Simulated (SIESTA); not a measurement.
Crystal: C.

```
C
1.0
     2.52210    0.00000    0.00000
    -1.26105    2.18420    0.00000
     0.00000    0.00000    8.23710
C
8
Direct
  0.66667 0.33333 0.84375
  0.33333 0.66667 0.34375
  0.66667 0.33333 0.65625
  0.33333 0.66667 0.15625
  0.00000 0.00000 0.90625
  0.00000 0.00000 0.40625
  0.00000 0.00000 0.59375
  0.00000 0.00000 0.09375
```

This is a hexagonal form of diamond, not graphite.

Base run:

* Program: SIESTA 5.4.2
* Functional: PBEsol
* Potentials or basis: PseudoDojo 0.4 standard (PBEsol files)
* Basis: DZP (energy shift 0.003 Ry)
* Grid cutoff: 500 Ry
* Energy shift: 0.003 Ry
* k mesh: 12 × 12 × 4
* Occupations: fermi-dirac, width 0.05 eV
* Spin: no spin polarisation

Its results: band gap on the k mesh 4.41 eV, indirect (least direct gap 5.22 eV); pressure 5.6 GPa; largest force 0.338 eV/Å.

**Question.** After a change of settings the same cell gave: band gap on the k mesh 4.41 eV, indirect (least direct gap 5.20 eV); pressure 4.0 GPa; largest force 0.337 eV/Å. Which change was it?
A. functional from PBEsol to PBE; potentials or basis from PseudoDojo 0.4 standard (PBEsol files) to PseudoDojo 0.4 standard (PBE files)
B. functional from PBEsol to LDA; potentials or basis from PseudoDojo 0.4 standard (PBEsol files) to PseudoDojo 0.4 standard (LDA files)
C. functional from PBEsol to BLYP; potentials or basis from PseudoDojo 0.4 standard (PBEsol files) to PseudoDojo 0.4 standard (PBE files)
D. functional from PBEsol to AM05

**Answer.** D.

Caveats: the basis of atomic orbitals isn't converged, which shifts pressures, moduli and gaps; the potentials were made for another functional, which shifts forces and pressure (some runs).

Not every run made on this cell is shown here.
